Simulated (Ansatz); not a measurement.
## SiC as a strained film

Theory: DFT PBE, scalar-relativistic, plane waves, PAW in Ansatz. Settings: 420 eV cutoff, 10×10×6 k-mesh, Gaussian smearing of 0.02 eV, no spin polarisation.

Starting point, cell and atoms relaxed:

```yaml
crystal:
  lattice:
    - [2.18986, 2.18986, 0.00000]
    - [-2.18986, 2.18986, 0.00000]
    - [0.00000, 0.00000, 4.37973]
  atoms:
    - { symbol: Si, position: [0.50000, 0.00000, 0.75000] }
    - { symbol: Si, position: [0.00000, 0.50000, 0.25000] }
    - { symbol: C, position: [0.00000, 0.00000, 0.00000] }
    - { symbol: C, position: [0.50000, 0.50000, 0.50000] }
```

The a-b plane is strained alike in both directions, as on a substrate, while c and the atoms relax within the symmetry that the strain leaves. Stress is positive in compression; energies are free energies at the smearing used, per atom.

| strain (%) | c (Å) | σ in plane (GPa) | ΔE (meV/atom) |
| --- | --- | --- | --- |
| -3.0 | 4.4642 | 14.19 | 26.78 |
| -2.0 | 4.4366 | 9.14 | 11.66 |
| -1.0 | 4.4085 | 4.41 | 2.87 |
| +0.0 | 4.3797 | 0.00 | 0.00 |
| +1.0 | 4.3503 | -4.12 | 2.74 |
| +2.0 | 4.3203 | -7.97 | 10.72 |
| +3.0 | 4.2896 | -11.57 | 23.66 |

Task: Get the biaxial modulus twice, from the stresses and from the energies of the innermost pair.

Result: From stress: M = −Δσ/Δε = (4.41 − (-4.12)) / 0.020 = 427 GPa. Two in-plane directions each store σε/2, so the energy density is Mε²: M = (mean ΔE)/(V ε²) = 2.81 meV / (10.501 Å³ × 0.010²) × 0.16022 GPa Å³/meV = 428 GPa. The two agree.

Task: How well does Mε², with M from the stresses, predict the outermost points?

Result: 25.2 meV predicted against 26.8 computed at -3.0 %; 25.2 meV predicted against 23.7 computed at +3.0 %. Compression costs more than stretching, the usual sign of bonds that stiffen as they shorten.

Task: How does c respond, and up to what thickness can a film with 1 % or 2 % misfit stay coherent on a thick substrate?

Result: c answers with ε_c = −0.66 ε. In an isotropic solid that ratio is 2ν/(1 − ν), so ν = r/(2 + r) = 0.25. A film of thickness h stores Mε²h per area, 42.7 mJ/m² per nm at 1 %. The Matthews–Blakeslee balance for pure edge misfit dislocations, h = b/(8πf(1 + ν)) × (ln(h/b) + 1), with b taken as the in-plane vector a = 3.10 Å, solved by iteration, gives 3.3 nm at f = 1 % and 1.1 nm at 2 %. This is an isotropic estimate in which the moduli cancel; the real Burgers vector, glide system, anisotropy and slow kinetics can shift it by a factor of a few, mostly upward.